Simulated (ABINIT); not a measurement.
A run of ABINIT 10.8.3 (patched build) is set up as follows.

Contents of run.abi:

```
# Datasets: ground state, then fixed potential
ndtset 2

# Pseudopotentials
pp_dirpath "./"
pseudos "Nb.GGA_PBE-JTH.xml"

# Structure
acell 3*1.0 Angstrom
rprim
    -1.6639500000     1.6639500000     1.6639500000
     1.6639500000    -1.6639500000     1.6639500000
     1.6639500000     1.6639500000    -1.6639500000
ntypat 1
znucl 41
natom 1
typat 1
xred
     0.0000000000     0.0000000000     0.0000000000

# Plane-wave basis
ecut 15.0
pawecutdg 30.0

# Exchange and correlation
ixc 27

# Bands and occupations
occopt 3
tsmear 0.00183747

# Spin
nspinor 2
nspden 1
pawspnorb 1

# SCF cycle
nstep 100

# Output
iomode 3
prtwf 0
prteig 0
prtebands 0
prtden1 1

# Dataset 1
kptopt1 4
ngkpt1 11 11 11
nshiftk1 1
shiftk1 0.0 0.0 0.0
nband1 22
tolvrs1 1.0e-9

# Dataset 2: bands along G-H-N-G-P-H
iscf2 -2
getden2 1
nband2 30
nbdbuf2 2
tolwfr2 1.0e-12
kptopt2 -5
ndivsm2 6
prteig2 1
kptbounds2
     0.0000000000     0.0000000000     0.0000000000
     0.5000000000    -0.5000000000     0.5000000000
     0.0000000000     0.0000000000     0.5000000000
     0.0000000000     0.0000000000     0.0000000000
     0.2500000000     0.2500000000     0.2500000000
     0.5000000000    -0.5000000000     0.5000000000
```

Potentials or basis: JTH PAW PBE v2.0.

The run is started by

```bash
$ abinit run.abi > log 2>&1
```

(1) Predict the band gap on the k mesh.

Results:

(1) none (metal or under the smearing width).
